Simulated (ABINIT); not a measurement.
Ir:

```
Ir
1.0
     2.75138    0.00000    0.00000
    -1.37569    2.38276    0.00000
     0.00000    0.00000    4.46229
Ir
2
Direct
  0.33333 0.66667 0.25000
  0.66667 0.33333 0.75000
```

This isn't the form of Ir at room conditions, which is fcc.

| Property | Result |
| --- | --- |
| Program | ABINIT 10.8.3 (patched build) |
| Task | relaxation of cell and atoms |
| Functional | LDA |
| Potentials or basis | JTH PAW LDA v2.0 |
| Cutoff | 435 eV |
| k mesh | 11 × 11 × 6 |
| Occupations | fermi-dirac, width 0.05 eV |
| Spin | no spin polarisation |

At the start: pressure -18.3 GPa; volume 14.63 Å³/atom.

Q: Where does the relaxation end?

A: Over 5 steps the energy falls by 44.0 meV/atom and the volume is 13.89 Å³/atom (-5.0 %); space group P6_3/mmc (No. 194, to 0.05 Å).

Step by step:
| step | energy change (eV) | largest force (eV/Å) | pressure (GPa) | volume (Å³) |
| --- | --- | --- | --- | --- |
| 1 | 0.0000 | 0.0000 | -18.29 | 29.25 |
| 2 | -0.0872 | 0.0000 | 2.10 | 27.65 |
| 3 | -0.0881 | 0.0000 | -0.21 | 27.80 |
| 4 | -0.0881 | 0.0000 | 0.00 | 27.79 |
| 5 | -0.0881 | 0.0000 | 0.00 | 27.79 |

Final structure:
```
Ir
1.0
     2.70508    0.00000    0.00000
    -1.35254    2.34267    0.00000
     0.00000    0.00000    4.38505
Ir
2
Direct
  0.33333 0.66667 0.25000
  0.66667 0.33333 0.75000
```
